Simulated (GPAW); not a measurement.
MgI2:

```
I Mg
1.0
     4.14000    0.00000    0.00000
    -2.07000    3.58535    0.00000
     0.00000    0.00000    6.88000
I Mg
2 1
Direct
  0.66667 0.33333 0.75000
  0.33333 0.66667 0.25000
  0.00000 0.00000 0.00000
```

Base run:

- Program: GPAW 26.7.0
- Functional: RPBE
- Potentials or basis: the program's PAW data sets (release 1.2.1) made for this functional
- Cutoff: 650 eV
- Basis: pw
- k mesh: 6 × 6 × 3
- Occupations: fermi-dirac, width 0.001 eV
- Spin: no spin polarisation

Its results: band gap on the k mesh 3.63 eV, indirect (least direct gap 3.86 eV); electronic dielectric tensor (diagonal) 3.99, 3.99, 3.61.

Task: The run is repeated on the same cell with these changes: functional from RPBE to PBE; potentials or basis from the program's PAW data sets (release 1.2.1) made for this functional to GPAW PAW data sets (gpaw-data 1.2.1). What comes out?

Result: Band gap on the k mesh 3.48 eV, indirect (least direct gap 3.66 eV); electronic dielectric tensor (diagonal) 4.13, 4.13, 3.74.

Caveats: the long-wavelength limit can be off by a per cent or two; spin-orbit coupling is left out, which moves the levels of the heavy elements; an odd mesh through Γ misses points on the zone boundary, where band edges often lie.

Not every run made on this cell is shown here.
